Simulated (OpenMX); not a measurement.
Sr:

```
CELL_PARAMETERS angstrom
6.08470 0.00000 0.00000
0.00000 6.08470 0.00000
0.00000 0.00000 6.08470
ATOMIC_POSITIONS crystal
Sr 0.00000 0.00000 0.00000
Sr 0.00000 0.50000 0.50000
Sr 0.50000 0.00000 0.50000
Sr 0.50000 0.50000 0.00000
```

Base run:

- Program: OpenMX 3.8.5
- Functional: LDA
- Potentials or basis: OpenMX 2013 LDA set, Sr10.0-s3p2d2, grid cutoff 300 Ry
- k mesh: 5 × 5 × 5
- Occupations: fermi-dirac, width 0.05 eV
- Spin: no spin polarisation

Its results: pressure -1.5 GPa.

Problem. The run is repeated on the same cell with these changes: functional from LDA to PBE; potentials or basis from OpenMX 2013 LDA set, Sr10.0-s3p2d2, grid cutoff 300 Ry to OpenMX 2013 PBE set, Sr10.0-s2p2d1, grid cutoff 300 Ry. What comes out?

Solution. Pressure -0.3 GPa.

Caveats: the basis of atomic orbitals isn't converged, which shifts pressures, moduli and gaps.
